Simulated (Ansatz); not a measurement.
Zinc-blende ZnTe was calculated with LDA in Ansatz (plane waves, PAW).

Settings: plane-wave cutoff 520 eV, 10×10×10 k mesh, Fermi–Dirac smearing 0.01 eV, scalar-relativistic PAW data made under PBE.

Computed points:

```csv
V (Å³/atom),E − E_lowest (meV/atom)
25.309,18.92
25.848,8.09
26.386,1.95
26.925,0.00
27.463,1.78
28.002,6.90
28.540,15.00
```

Estimate the bulk modulus and its pressure derivative from these points.

V0 = 26.927 Å³/atom, B0 = 55.5 GPa, B′ = 4.7 (fit to the energies at full precision).

Measured, for comparison: bulk modulus 51 ± 3 GPa (room temperature, not corrected to a static lattice; as tabulated in Determination of phase transition pressures of ZnTe under quasihydrostatic …); equilibrium volume per atom 28.42 Å³/atom (room temperature, not corrected to a static lattice; as tabulated in Albrecht et al. (1997), arXiv:cond-mat/9706128). Computed less measured: bulk modulus +9 %, equilibrium volume per atom -5.2 %.

Spin–orbit coupling is not included.

Static lattice: no zero-point or thermal effects.

Ansatz is an electronic-structure program.
